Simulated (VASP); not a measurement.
# C3N4 (P-43m) in VASP: further runs

One crystal, C3N4, is run at these levels: PBEsol; tasks: single point.

Program: VASP 6.6.1. These are calculated values, not measurements. Logs are shortened: lines on timing, memory, paths and dates and some standing lists are left out, and cuts for length are marked.

**1. The structure**

Symmetry: P-43m, No. 215, cubic system. The conventional cell has a = 3.457 Å, b = 3.457 Å, c = 3.457 Å, α = 90.00°, β = 90.00°, γ = 90.00°. C (site symmetry -42m) has 4 N at 1.49 Å as nearest neighbours. N (site symmetry 3m) is surrounded by 3 C at 1.49 Å.

The cell comes from a database or a generator and needn't be the stable form of this composition.

**2. Single point, PBEsol**

The input, INCAR:

```
  ALGO = Fast
  EDIFF = 1E-6
  ENCUT = 520
  GGA = PS
  ISIF = 2
  ISMEAR = 0
  LASPH = True
  LCHARG = False
  LREAL = False
  LWAVE = False
  NBANDS = 25
  NELM = 100
  PREC = Accurate
  SIGMA = 0.01
```

The input, KPOINTS:

```
k-points
0
Gamma
  5 5 5
```

The input, POSCAR:

```
C3N4
1.0
    3.4567650000      0.0000000000      0.0000000000
    0.0000000000      3.4567650000      0.0000000000
    0.0000000000      0.0000000000      3.4567650000
C N
3 4
Direct
    0.0000000000      0.0000000000      0.5000000000
    0.5000000000      0.0000000000      0.0000000000
    0.0000000000      0.5000000000      0.0000000000
    0.2456869993      0.2456869993      0.7543130007
    0.7543130007      0.7543130007      0.7543130007
    0.2456869993      0.7543130007      0.2456869993
    0.7543130007      0.2456869993      0.2456869993
```

Potentials or basis: VASP PAW PBE potentials, release 64 (C, N).

Command:

```bash
> cat potpaw_PBE.64/C/POTCAR potpaw_PBE.64/N/POTCAR > POTCAR
> mpirun -np 1 vasp_std > vasp.out
```

OUTCAR:

```text
EDIFF = 1E-6
   ENCUT = 520
   GGA = PS
   ISIF = 2
   ISMEAR = 0
   LASPH = True
   LREAL = False
   NELM = 100
   PREC = Accurate

 ion  position               nearest neighbor table
   1  0.000  0.000  0.500-   4 1.49   5 1.49   6 1.49   7 1.49
   2  0.500  0.000  0.000-   4 1.49   5 1.49   6 1.49   7 1.49
   3  0.000  0.500  0.000-   4 1.49   5 1.49   6 1.49   7 1.49
   4  0.246  0.246  0.754-   1 1.49   2 1.49   3 1.49
   5  0.754  0.754  0.754-   1 1.49   2 1.49   3 1.49
   6  0.246  0.754  0.246-   1 1.49   2 1.49   3 1.49
   7  0.754  0.246  0.246-   1 1.49   2 1.49   3 1.49

  LATTYP: Found a simple cubic cell.
 ALAT       =     3.4567650000

  Lattice vectors:

 A1 = (   3.4567650000,   0.0000000000,   0.0000000000)
 A2 = (   0.0000000000,   3.4567650000,   0.0000000000)
 A3 = (   0.0000000000,   0.0000000000,   3.4567650000)

Analysis of symmetry for initial positions (statically):
=====================================================================
 Subroutine PRICEL returns:
 Original cell was already a primitive cell.

 Routine SETGRP: Setting up the symmetry group for a
 simple cubic supercell.

 Subroutine GETGRP returns: Found 24 space group operations
 (whereof 24 operations were pure point group operations)
 out of a pool of 48 trial point group operations.

The static configuration has the point symmetry T_d .

Analysis of symmetry for dynamics (positions and initial velocities):
=====================================================================
 Subroutine PRICEL returns:
 Original cell was already a primitive cell.

 Routine SETGRP: Setting up the symmetry group for a
 simple cubic supercell.

 Subroutine GETGRP returns: Found 24 space group operations
 (whereof 24 operations were pure point group operations)
 out of a pool of 48 trial point group operations.

The dynamic configuration has the point symmetry T_d .

 Subroutine INISYM returns: Found 24 space group operations
 (whereof 24 operations are pure point group operations),
 and found     1 'primitive' translations

----------------------------------------------------------------------------------------

                                     Primitive cell

  volume of cell :      41.3057

  direct lattice vectors                    reciprocal lattice vectors
     3.456765000  0.000000000  0.000000000     0.289287817  0.000000000  0.000000000
     0.000000000  3.456765000  0.000000000     0.000000000  0.289287817  0.000000000
     0.000000000  0.000000000  3.456765000     0.000000000  0.000000000  0.289287817

  length of vectors
     3.456765000  3.456765000  3.456765000     0.289287817  0.289287817  0.289287817

  position of ions in fractional coordinates (direct lattice)
     0.000000000  0.000000000  0.500000000
     0.500000000  0.000000000  0.000000000
     0.000000000  0.500000000  0.000000000
     0.245686999  0.245686999  0.754313001
     0.754313001  0.754313001  0.754313001
     0.245686999  0.754313001  0.245686999
     0.754313001  0.245686999  0.245686999

  ion indices of the primitive-cell ions
   primitive index   ion index
                 1           1
                 2           2
                 3           3
                 4           4
                 5           5
                 6           6
                 7           7

----------------------------------------------------------------------------------------

 KPOINTS: k-points

Automatic generation of k-mesh.
 Grid dimensions read from file:
 generate k-points for:    5    5    5

 Generating k-lattice:

  Cartesian coordinates                     Fractional coordinates (reciprocal lattice)
     0.057857563  0.000000000  0.000000000     0.200000000  0.000000000  0.000000000
     0.000000000  0.057857563  0.000000000     0.000000000  0.200000000  0.000000000
     0.000000000  0.000000000  0.057857563     0.000000000  0.000000000  0.200000000

  Length of vectors
     0.057857563  0.057857563  0.057857563

  Shift w.r.t. Gamma in fractional coordinates (k-lattice)
     0.000000000  0.000000000  0.000000000

 Subroutine IBZKPT returns following result:
 ===========================================

 Found     10 irreducible k-points:

 Following reciprocal coordinates:
            Coordinates               Weight
  0.000000  0.000000  0.000000      1.000000
  0.200000  0.000000  0.000000      6.000000
  0.400000  0.000000  0.000000      6.000000
  0.200000  0.200000  0.000000     12.000000
  0.400000  0.200000  0.000000     24.000000
  0.400000  0.400000  0.000000     12.000000
  0.200000  0.200000  0.200000      8.000000
  0.400000  0.200000  0.200000     24.000000
  0.400000  0.400000  0.200000     24.000000
  0.400000  0.400000  0.400000      8.000000
   k-points           NKPTS =     10   k-points in BZ     NKDIM =     10   number of bands    NBANDS=     25
   number of dos      NEDOS =    301   number of ions     NIONS =      7
   total plane-waves  NPLWV =  21952
   dimension x,y,z NGX =    28 NGY =   28 NGZ =   28
   dimension x,y,z NGXF=    56 NGYF=   56 NGZF=   56
   ions per type =               3   4
   NGX,Y,Z   is equivalent  to a cutoff of  13.47, 13.47, 13.47 a.u.
   NGXF,Y,Z  is equivalent  to a cutoff of  26.93, 26.93, 26.93 a.u.
 SYSTEM =  unknown system
   PREC   = accura    normal or accurate (medium, high low for compatibility)
   ISTART =      0    job   : 0-new  1-cont  2-samecut
   ICHARG =      2    charge: 1-file 2-atom 10-const
   ISPIN  =      1    spin polarized calculation?
   LNONCOLLINEAR =      F non collinear calculations
   LSORBIT =      F    spin-orbit coupling
   LASPH  =      T    aspherical Exc in radial PAW
   ENCUT  =  520.0 eV  38.22 Ry    6.18 a.u.   6.43  6.43  6.43*2*pi/ulx,y,z
   NELM   =    100;   NELMIN=  2; NELMDL= -5     # of ELM steps
   EDIFF  = 0.1E-05   stopping-criterion for ELM
   LREAL  =      F    real-space projection
   EDIFFG = 0.1E-04   stopping-criterion for IOM
   NSW    =      0    number of steps for IOM
   IBRION =     -1    ionic relax: 0-MD 1-quasi-New 2-CG
   NFREE  =      0    steps in history (QN), initial steepest desc. (CG)
   ISIF   =      2    stress and relaxation
   ISYM   =      2    0-nonsym 1-usesym 2-fastsym
   POTIM  = 0.5000    time-step for ionic-motion
   TEBEG  =    0.0;   TEEND  =   0.0 temperature during run
   PSTRESS=    0.0 pullay stress
   NELECT =      32.0000    total number of electrons
   NUPDOWN=      -1.0000    fix difference up-down
   EMIN   =  10.00;   EMAX   =-10.00  energy-range for DOS
   EFERMI =   0.00;   METHOD = LEGACY
   ISMEAR =     0;   SIGMA  =   0.01  broadening in eV -4-tet -1-fermi 0-gaus
   EFERMI_NEDOS =   21; number of points for ismear=-14 and -15
   IALGO  =     68    algorithm
   IMIX   =      4    mixing-type and parameters
     AMIX     =   0.40;   BMIX     =  1.00
     AMIX_MAG =   1.60;   BMIX_MAG =  1.00
  volume/ion in A,a.u.               =       5.90        39.82
  Fermi-wavevector in a.u.,A,eV,Ry     =   1.503563  2.841322 30.758715  2.260702
  Thomas-Fermi vector in A             =   2.614657
   LORBIT       =      0    0 simple, 1 ext, 2 COOP (PROOUT), +10 PAW based schemes
   GGA     = PS    functional components
   LHFCALC =     F    Hartree Fock is set to
   AEXX    =    0.0000 exact exchange contribution
   IVDW    =     0    specifies the selected vdW correction
   LEPSILON=     F    determine dielectric tensor
   LRPA    =     F    only Hartree local field effects (RPA)
 non-spin polarized calculation
 RMM-DIIS sequential band-by-band and
 Gauss-broadening in eV      SIGMA  =   0.01
  energy-cutoff  :      520.00
  volume of cell :       41.31
 maximum number of plane-waves:      1141
 NGX is ok and might be reduce to    28
   NGX = 13   NGY = 13   NGZ = 13

 number of electron      32.0000002 magnetization

 Free energy of the ion-electron system (eV)
  ---------------------------------------------------
  ext. energy  EPLUGINS =         0.00000000
  ---------------------------------------------------
  free energy    TOTEN  =       -59.93338457 eV

  energy without entropy =      -59.93338457  energy(sigma->0) =      -59.93338457

 E-fermi :   9.4145     XC(G=0): -13.3567

 val. band max:        9.3516583416   @ k =   0.0000   0.0000   0.0000
 cond. band min:      11.7217027636   @ k =   0.0000   0.0000   0.0000
 fundamental gap:      2.3700444220
 Fermi energy:         9.4145275122

 k-point     1 :       0.0000    0.0000    0.0000
  band No.  band energies     occupation
      1     -15.3363      2.00000
      2      -7.8242      2.00000
      3      -7.8242      2.00000
      4      -7.8242      2.00000
      5      -5.7442      2.00000
      6      -5.7442      2.00000
[... 17 lines left out ...]
     24      17.5098      0.00000
     25      17.5098      0.00000

 k-point     2 :       0.2000    0.0000    0.0000
  band No.  band energies     occupation
      1     -14.9960      2.00000
      2      -9.6145      2.00000
      3      -7.6957      2.00000
      4      -7.6957      2.00000
      5      -5.5447      2.00000
      6      -3.9494      2.00000
[... 17 lines left out ...]
     24      18.2187      0.00000
     25      18.2187      0.00000

 k-point     3 :       0.4000    0.0000    0.0000
  band No.  band energies     occupation
      1     -14.1009      2.00000
      2     -11.6645      2.00000
      3      -7.4666      2.00000
      4      -7.4666      2.00000
      5      -5.1465      2.00000
      6      -1.7033      2.00000
[... 160 lines left out ...]
 k-point     9 :       0.4000    0.4000    0.2000
  band No.  band energies     occupation
      1     -12.5105      2.00000
      2     -10.7946      2.00000
      3     -10.4030      2.00000
      4      -8.5513      2.00000
      5      -4.6365      2.00000
      6      -3.7719      2.00000
[... 17 lines left out ...]
     24      18.5513      0.00000
     25      19.5396      0.00000

 k-point    10 :       0.4000    0.4000    0.4000
  band No.  band energies     occupation
      1     -11.6295      2.00000
      2     -10.3683      2.00000
      3     -10.3683      2.00000
      4      -9.2747      2.00000
      5      -5.2597      2.00000
      6      -5.2597      2.00000
[... 17 lines left out ...]
     24      17.5900      0.00000
     25      20.6431      0.00000

------------------------ aborting loop because EDIFF is reached ----------------------------------------

  FORCE on cell =-STRESS in cart. coord.  units (eV):
  Direction    XX          YY          ZZ          XY          YZ          ZX
  --------------------------------------------------------------------------------------
  -------------------------------------------------------------------------------------
  Total       -2.0955380     -2.0955380     -2.0955380     -0.0000000     -0.0000000      0.0000000
  in kB      -81.2824063    -81.2824063    -81.2824063     -0.0000000     -0.0000000      0.0000000
  external PRESSURE =     -81.2824063 kB  Pullay stress =       0.0000000 kB

 VOLUME and BASIS-vectors are now :
 -----------------------------------------------------------------------------
  energy-cutoff  :      520.00
  volume of cell :       41.31
      direct lattice vectors                 reciprocal lattice vectors
     3.456765000  0.000000000  0.000000000     0.289287817  0.000000000  0.000000000
     0.000000000  3.456765000  0.000000000     0.000000000  0.289287817  0.000000000
     0.000000000  0.000000000  3.456765000     0.000000000  0.000000000  0.289287817

 POSITION                                       TOTAL-FORCE (eV/Angst)
 -----------------------------------------------------------------------------------
      0.00000      0.00000      1.72838        -0.000000      0.000000      0.000000
      1.72838      0.00000      0.00000        -0.000000      0.000000      0.000000
      0.00000      1.72838      0.00000        -0.000000      0.000000      0.000000
      0.84928      0.84928      2.60748        -0.028487     -0.028487      0.028487
      2.60748      2.60748      2.60748         0.028487      0.028487      0.028487
      0.84928      2.60748      0.84928        -0.028487      0.028487     -0.028487
      2.60748      0.84928      0.84928         0.028487     -0.028487     -0.028487
 -----------------------------------------------------------------------------------
    total drift:                               -0.000000     -0.000000     -0.000000

  FREE ENERGIE OF THE ION-ELECTRON SYSTEM (eV)
  ---------------------------------------------------
  free  energy   TOTEN  =       -59.9333845696 eV

  energy  without entropy=      -59.9333845696  energy(sigma->0) =      -59.93338457
```

Wall time 6.2 s (1 thread of Intel Xeon 6975P-C (Granite Rapids), shared host); peak memory 0.14 GiB.

Results:

- Free energy: -59.9334 eV
- Pressure: -8.1 GPa
- Largest force: 0.049 eV/Å
- Band gap on the k mesh: 2.37 eV, direct

Forces in eV/Å, atoms in the order of the input:
```
C    0.000  0.000  0.000
C    0.000  0.000  0.000
C    0.000  0.000  0.000
N   -0.028 -0.028  0.028
N    0.028  0.028  0.028
N   -0.028  0.028 -0.028
N    0.028 -0.028 -0.028
```

Levels at points of the mesh, in eV from the valence-band top:
| k point | band 14 | band 15 | band 16 | band 17 | band 18 | band 19 |
| --- | --- | --- | --- | --- | --- | --- |
| (0.00, 0.00, 0.00) | 0.00 | 0.00 | 0.00 | 2.37 | 2.37 | 2.37 |

Caveat: the PAW data sets were made with another functional, which shifts forces and pressure a little; an odd mesh through Γ misses points on the zone boundary, where band edges often lie.

**3. Single point, PBEsol**

The input, INCAR:

```
SYSTEM = C3N4
ALGO = Normal ; EDIFF = 1E-7
ENCUT = 520 ; GGA = PS
ISIF = 2 ; ISMEAR = 0
LASPH = .True. ; LCHARG = .False.
LREAL = .False. ; LWAVE = .False.
NBANDS = 25 ; NELM = 100
PREC = Accurate ; SIGMA = 0.01
```

The input, KPOINTS:

```
k-points
0
Gamma
  5 5 5
  0 0 0
```

POSCAR is that of step 2.

Potentials or basis: VASP PAW PBE potentials, release 64 (C, N).

Command:

```bash
> cat potpaw_PBE.64/C/POTCAR potpaw_PBE.64/N/POTCAR > POTCAR
> mpirun -np 1 vasp_std > vasp.out
```

Run time: 6 s. Hardware: 1 thread of Intel Xeon 6975P-C (Granite Rapids), shared host; peak memory 0.14 GiB.

The run converged. Its results:

| Property | Result |
| --- | --- |
| Free energy | -59.9334 eV |
| Pressure | -8.2 GPa |
| Largest force | 0.048 eV/Å |
| Band gap on the k mesh | 2.37 eV, direct |

Forces on the atoms (eV/Å):
```
C    0.000  0.000  0.000
C    0.000  0.000  0.000
C    0.000  0.000  0.000
N   -0.028 -0.028  0.028
N    0.028  0.028  0.028
N   -0.028  0.028 -0.028
N    0.028 -0.028 -0.028
```

Levels at points of the mesh, in eV from the valence-band top:
```tsv
k point	band 13	band 14	band 15	band 16	band 17	band 18	band 19	band 20
(0.00, 0.00, 0.00)	-6.45	0.00	0.00	0.00	2.37	2.37	2.37	5.21
```

Caveat: the PAW data sets were made with another functional, which shifts forces and pressure a little; an odd mesh through Γ misses points on the zone boundary, where band edges often lie.
